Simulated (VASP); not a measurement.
Here is a VASP 6.6.1 calculation.

POSCAR

```
Ge                                      
1.0
    3.9964461182      0.0000000000      0.0000000000
   -1.9982230591      3.4610238632     -0.0000000000
    0.0000000000     -0.0000000000      6.5963816089
  Ge            
     4
Direct
     0.6666666699999979    0.3333333300000021    0.0629063895070748
     0.3333333300000021    0.6666666699999979    0.5629063895070748
     0.6666666699999979    0.3333333300000021    0.4370936104929252
     0.3333333300000021    0.6666666699999979    0.9370936104929252
```

File INCAR.step1:

```
SYSTEM = Ge
PREC     = Accurate       ! precision mode
ENCUT    = 520            ! plane-wave cutoff, eV
EDIFF    = 1E-5           ! SCF threshold, eV
ISMEAR   = 0              ! smearing method
SIGMA    = 0.03           ! smearing width, eV
LREAL    = .FALSE.        ! projectors in reciprocal space
LASPH    = .TRUE.         ! aspherical terms in the spheres
NELM     = 80             ! most SCF steps
ALGO     = Normal         ! electronic algorithm
LWAVE    = .TRUE.         ! write WAVECAR
LCHARG   = .FALSE.        ! write CHGCAR
KPAR     = 4            
GGA      = PE             ! functional
```

File INCAR.step2:

```
SYSTEM = Ge
PREC     = Accurate       ! precision mode
ENCUT    = 520            ! plane-wave cutoff, eV
EDIFF    = 1E-6           ! SCF threshold, eV
ISMEAR   = 0              ! smearing method
SIGMA    = 0.03           ! smearing width, eV
LREAL    = .FALSE.        ! projectors in reciprocal space
LASPH    = .TRUE.         ! aspherical terms in the spheres
NELM     = 80             ! most SCF steps
ALGO     = Normal         ! electronic algorithm
ISIF     = 3              ! what is computed and relaxed
LWAVE    = .FALSE.        ! write WAVECAR
LCHARG   = .FALSE.        ! write CHGCAR
GGA      = PE             ! functional
LHFCALC  = .TRUE.         ! exact exchange
HFSCREEN = 0.2            ! screening, 1/A
PRECFOCK = Fast         
IBRION   = 2              ! ionic algorithm
NSW      = 25             ! ionic steps
EDIFFG   = -0.01          ! ionic threshold
KPAR     = 4            
ISTART   = 1
```

File KPOINTS:

```
regular mesh
0
G
  6 6 3
  0 0 0
```

Potentials or basis: VASP PAW PBE potentials, release 64 (Ge_d).

The run is started by

```bash
$ cat potpaw_PBE.64/Ge_d/POTCAR > POTCAR
$ cp INCAR.step1 INCAR
$ mpirun -np 4 vasp_std > vasp.out
$ cp INCAR.step2 INCAR
$ mpirun -np 4 vasp_std > vasp.out
```

What does it give for the band gap on the k mesh?

0.39 eV, direct.

Predict the relaxed volume.

22.90 Å³/atom.

The path:
| step | energy change (eV) | largest force (eV/Å) | pressure (GPa) | volume (Å³) |
| --- | --- | --- | --- | --- |
| 1 | 0.0000 | 0.0002 | 0.34 | 91.24 |
| 2 | 0.0000 | 0.0118 | -0.31 | 91.89 |
| 3 | -0.0003 | 0.0061 | 0.10 | 91.57 |
| 4 | -0.0003 | 0.0075 | -0.11 | 91.65 |
| 5 | -0.0003 | 0.0069 | 0.05 | 91.61 |

Caveat: the PAW data sets were made with another functional, which shifts forces and pressure a little; an odd mesh through Γ misses points on the zone boundary, where band edges often lie.
